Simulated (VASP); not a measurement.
Input of a VASP 6.6.1 run:

File INCAR:

```
PREC     = Accurate       # precision mode
ENCUT    = 600            # plane-wave cutoff, eV
EDIFF    = 1E-7           # SCF threshold, eV
ISMEAR   = 0              # smearing method
SIGMA    = 0.03           # smearing width, eV
LREAL    = False          # projectors in reciprocal space
LASPH    = True           # aspherical terms in the spheres
NELM     = 80             # most SCF steps
ALGO     = Normal         # electronic algorithm
ISIF     = 4              # what is computed and relaxed
LWAVE    = False          # write WAVECAR
LCHARG   = False          # write CHGCAR
GGA      = MK             # functional
LUSE_VDW = True         
AGGAC    = 0.0          
PARAM1   = 0.1234       
PARAM2   = 0.711357     
ZAB_VDW  = -1.8867      
IBRION   = 2              # ionic algorithm
NSW      = 40             # ionic steps
EDIFFG   = -0.01          # ionic threshold
```

The input KPOINTS:

```
regular mesh
0
Gamma
  9 9 6
```

The input POSCAR:

```
Te                                      
1.0
    4.4829852634      0.0000000000     -0.0000000000
   -2.2414926317      3.8823791230      0.0000000000
    0.0000000000     -0.0000000000      6.1200609581
  Te            
     3
Direct
     0.2795425563258795    1.0000000000000000    0.3333333332999970
     0.0000000000000000    0.2795425563258724    0.6666666667000030
     0.7204574436741275    0.7204574436741275    0.0000000000000000
```

Potentials or basis: VASP PAW PBE potentials, release 64 (Te).

Command:

```console
$ cat potpaw_PBE.64/Te/POTCAR > POTCAR
$ mpirun -np 1 vasp_std > vasp.out
```

(1) Estimate the energy gained by relaxing.

(2) What does it give for the band gap on the k mesh?

Answers

(1) 7.7 meV/atom.

(2) 0.19 eV, direct.

Caveat: spin-orbit coupling is left out, which moves the levels of the heavy elements; an odd mesh through Γ misses points on the zone boundary, where band edges often lie.
